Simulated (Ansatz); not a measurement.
## What moves the field gradients of TiO2?

Cell of run 1: an entry of the Crystallography Open Database (COD), atoms as given.

```cif
data_TiO2
_symmetry_space_group_name_H-M 'Pbcn'
_symmetry_Int_Tables_number 60
_cell_length_a 4.5150
_cell_length_b 5.4970
_cell_length_c 4.9390
_cell_angle_alpha 90.000
_cell_angle_beta 90.000
_cell_angle_gamma 90.000
loop_
_atom_site_label
_atom_site_type_symbol
_atom_site_symmetry_multiplicity
_atom_site_Wyckoff_symbol
_atom_site_fract_x
_atom_site_fract_y
_atom_site_fract_z
Ti Ti 4 c 0.0000 0.1710 0.2500
O O 8 d 0.2860 0.3760 0.4120
```

One atom of each set is listed.

Relaxed positions (PBE, cell held):

Ti (0.0000, 0.1745, 0.2500)
O (0.2704, 0.3819, 0.4197)

All runs are DFT with Ansatz 0.2.0 (plane waves and PAW, scalar-relativistic unless spin–orbit coupling is named, Γ-centred meshes, Fermi–Dirac smearing where given) in this cell.

Run 1: PBE, gradients read without the response of the cores, atoms as given; 420 eV, 5×5×5 k-points, smearing 0.02 eV.
Run 2: PBE, gradients read without the response of the cores, atoms relaxed; 420 eV, 5×5×5 k-points, smearing 0.02 eV.
Run 3: r2SCAN, gradients read without the response of the cores, at the relaxed atoms; 500 eV, 5×5×5 k-points, smearing 0.02 eV.

| run | Ti V_zz (η) | O V_zz (η) |
| --- | --- | --- |
| 1 | 2.93 (0.39) | -2.84 (0.57) |
| 2 | 2.73 (0.69) | -2.82 (0.50) |
| 3 | ? | ? |

V_zz in 10²¹ V/m².

(1) Estimate the row of run 3.

Results:

(1) Ti: 2.68 (0.69); O: -3.08 (0.48). It lies nearest to run 2, from whose tensors on these sites it differs by 0.31 at most (largest principal value of the difference, on O). Taken one at a time, the positions of the atoms (as given or relaxed) move the tensors on these sites by up to 0.63 (largest principal value of the change, on Ti), the functional (r2SCAN with its higher cutoff) by 0.31 (O).

In run 1 the atoms aren't at the calculated equilibrium (largest force 0.70 eV/Å). The cell isn't the equilibrium one in runs 1, 2 (calculated pressure 7, 5 GPa), and the entry's cell may itself be off.
